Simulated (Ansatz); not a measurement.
Crystal: Si.

```xyz
4
Lattice="3.8313 0.0000 0.0000 -1.9157 3.3180 0.0000 0.0000 0.0000 6.3326" Properties=species:S:1:pos:R:3 pbc="T T T"
Si    1.9157    1.1060    5.9336
Si    0.0000    2.2120    2.7673
Si    1.9157    1.1060    3.5653
Si    0.0000    2.2120    0.3990
```

This isn't the form of Si at room conditions, which is diamond.

Below is the output of Ansatz 0.2.0 for this cell. Logs are shortened: lines on timing, memory, paths and dates and some standing lists are left out, and cuts for length are marked.

```text
Warning: RAYON_NUM_THREADS=2 ignored (pool sized by the plan → 2); use --threads N
Engine: ansatz 0.2.0, x86_64-unknown-linux-gnu
Pseudopotentials: kind: paw
Pseudopotential: Si, paw, valence charge 4, recommended cutoff 420 eV (normal), Si.paw.azcp
Functional definition: revPBE
  parameter kappa = 1.245
  parameter beta = 0.06672455060314922
  exchange = pbe_x(kappa = kappa, mu = beta*pi^2/3)
  correlation = pbe_c(beta = beta)
Crystal: 4 atoms, lattice volume = 80.503 Å³
Basis set: ecut = 420 eV, 1581 PW (Γ), exchange–correlation on 54×54×90 points (8 copies of the dense FFT grid, shifted against one another)
Bands: 12, of which v1, the nominal top of the filled ones, is band 8 counted from 1 (7 counted from 0)
Symmetry: 24 space group operations
Space group: P63/mmc (ITA 194), of the structure as read, at distance tolerance 4.3e-5 Å
k-points: 30 of 256
Non-local potential: Si, projectors of the file, l = 0: 2, l = 1: 2, l = 2: 2
PAW form: soft (Blöchl's): semilocal exchange-correlation on the pseudo side does not see the compensation charge
PAW frozen core: Si, regenerated for the run's functional, and the local potential with it (the file was generated under x = pbe(κ = 0.804, μ = 0.2195149727645171), c = pbe(β = 0.06672455060314922))
PAW one-centre angular grid: Si, 110 points (default); XC on 64 Gauss nodes
Initial density: superposition of atomic densities (neutral atoms: chi_scale 0, normalization atom), corrected by the library's trained network
Initial wavefunctions: pseudopotential atomic-orbital guess
Functional: x = revpbe(κ = 1.245, μ = 0.2195149727645171), c = pbe(β = 0.06672455060314922)
SCF iter   1: F=—  HF=-2552.068610 eV  |F-HF|=—  |Δ(HF+E_count)|=         —  Δρ=1.58e-3  dr2=1.79e-3  ethr=1.77e-3  ⟨swp⟩=6.2  Hψ=2569  notcnv=0
preconditioner: auto → none  [insulator: Δε(μ)=0.449 eV  Ē_g=7.886 eV  σ=0.050 eV  W_gap=0.98  n_scr=10 (ndim 8)  ℏωp=16.6 eV  f_vac=0.000  D(μ)=0.01/eV (n_scr^D=0)  ε∞_Penn≈5.4]
SCF iter   2: F=—  HF=-2552.069568 eV  |F-HF|=—  |Δ(HF+E_count)|=   9.58e-4  Δρ=7.04e-4  dr2=2.81e-4  ethr=1.12e-5  ⟨swp⟩=2.1  Hψ=818  notcnv=0
SCF iter   3: F=—  HF=-2552.070000 eV  |F-HF|=—  |Δ(HF+E_count)|=   4.33e-4  Δρ=1.36e-4  dr2=1.26e-5  ethr=1.76e-6  ⟨swp⟩=2.2  Hψ=600  notcnv=0
SCF iter   4: F=—  HF=-2552.070057 eV  |F-HF|=—  |Δ(HF+E_count)|=   5.68e-5  Δρ=1.55e-5  dr2=2.63e-7  ethr=7.86e-8  ⟨swp⟩=2.0  Hψ=599  notcnv=0
[... 57 lines left out ...]
SCF converged after 4 iterations
Free energy (F): -2552.088745 eV
Harris-Foulkes:  -2552.088745 eV  (|F-HF|=4.55e-13)
Internal energy: -2552.088672 eV  (E = F + TS)
E sigma→0 (E₀):  -2552.088708 eV
Entropy (-TS):   -0.000072 eV (-0.018 meV/atom)
Fermi energy:    6.420856 eV
--- Per-component energies (eV) ---
  E_band       = 15.694420
  E_kinetic    = 159.479924
  E_local      = -113.299538  (includes V_loc(G=0)·N_el)
  E_nonlocal   = 101.387736
  E_hartree    = 31.244288
  E_xc         = -220.113633
  E_vxc        = -185.474367  (∫ρ·V_xc dr)
  E_paw        = -2059.411717  (= ΣΔE_a)
  E_vpaw       = -8.887949  (= ΣTr[D̂ρ^β])
  E_aug_tail   = 0.000026  (compensation charges beyond the density's cutoff)
  E_ewald      = -451.299896
  E_core_change = -0.075861  (= ΣΔE_core)
  E_smearing   = -0.000072  (= −TS)
  E_closure    = 0.000000  (closes the sum)
  Σ components = -2552.088745   (vs F -2552.088745, Δ=0.00e0)
--- Forces (eV/Å), atoms counted from 1 ---
  atom   1  Si     0.00000000    -0.00000000    -0.00283588
  atom   2  Si     0.00000000     0.00000000    -0.00283588
  atom   3  Si     0.00000000    -0.00000000     0.00283588
  atom   4  Si    -0.00000000     0.00000000     0.00283588
  max |Σ_I F_I| component: 1.85e-17 eV/Å
--- Stress (GPa, compression-positive) ---
       -0.020604      -0.000000       0.000000
       -0.000000      -0.020604       0.000000
        0.000000       0.000000       0.023103
  P = ⅓ Tr σ = -0.0060 GPa (-0.060 kbar)
--- Band table (eV; the first three rows and the last of 30) ---
  k-point 0: bands = ["-5.7941", "-3.5783", "-0.8639", "4.6932", "4.6932", "5.8610", "6.1732", "6.1732", "7.1698", "8.2007", "8.2007", "8.5076"]
  k-point 1: bands = ["-5.5973", "-4.1728", "0.1017", "4.2894", "4.8454", "4.8454", "5.8439", "5.8439", "7.3702", "8.5093", "8.5093", "8.6893"]
  k-point 2: bands = ["-5.0248", "-5.0248", "2.0404", "2.0404", "5.2719", "5.2719", "5.2719", "5.2719", "7.9392", "7.9392", "9.1650", "9.1650"]
  k-point 29: bands = ["-2.5894", "-2.5894", "-1.0301", "-1.0301", "2.0519", "2.0519", "4.1985", "4.1985", "7.7618", "7.7618", "10.0307", "10.0307"]
--- Relaxed structure (4 steps of the walk, 4 accepted, 2 SCFs on fresh bases) ---
  F+E_penalty+E_count = -2552.08874459 eV   max|allowed force component| = 2.836e-3 eV/Å   (the final SCF, on the basis selected at the relaxed cell)
  cell:  # Å, volume = 82.8507 Å³
    - [3.8699197043048548, 2.9158235259538174e-11, 0.0]
    - [-1.934959852177679, 3.351448774519388, 0.0]
    - [0.0, 0.0, 6.387953514550752]
  atoms:
    - { symbol: Si, position: [0.6666666666666666, 0.3333333333333333, 0.9371912818475382] }
    - { symbol: Si, position: [0.3333333333333333, 0.6666666666666666, 0.4371912818475381] }
    - { symbol: Si, position: [0.6666666666666666, 0.3333333333333333, 0.5628087181524621] }
    - { symbol: Si, position: [0.3333333333333333, 0.6666666666666666, 0.06280871815246203] }
```

Question: Write the input and the command behind it.

Answer: Relaxation of cell and atoms with revPBE, no spin polarisation. The files as run (others can give the same):

input.yaml
```yaml
crystal:
  lattice:
    - [3.8313174605, 0.0, 0.0]
    - [-1.9156587303, 3.3180182508, 0.0]
    - [0.0, 0.0, 6.3326220002]
  atoms:
    - { symbol: Si, position: [0.6666666667, 0.3333333333, 0.9369905] }
    - { symbol: Si, position: [0.3333333333, 0.6666666667, 0.4369905] }
    - { symbol: Si, position: [0.6666666667, 0.3333333333, 0.5630095] }
    - { symbol: Si, position: [0.3333333333, 0.6666666667, 0.0630095] }
hamiltonian:
  xc: revpbe
  pseudopotentials: { kind: paw }
kpoints:
  mp_grid: { grid: [8, 8, 4] }
scf:
  occupations: { method: fermi_dirac, width: 0.05 }
output:
  forces: true
  stress: true
  eigenvalues: true
  write_density: true
  write_potential: true
  elf: true
  volumetric_format: npy
relax:
  f_tol: 0.01
  max_steps: 40
  cell: { stress_tol: 0.05 }
```

Potentials or basis: Ansatz PAW.
Command:
```bash
$ ansatz run input.yaml --threads 2 --pin off --max-ram 5632MiB --backend cpu --events-out ev --progress --plain --runs-dir out
```

Caveat: the plane-wave basis is chosen anew once the cell has moved, so the energies of steps on either side of that aren't comparable; the PAW data sets come from PBE, with cores solved anew for the run's functional, which leaves a small shift of forces and pressure.
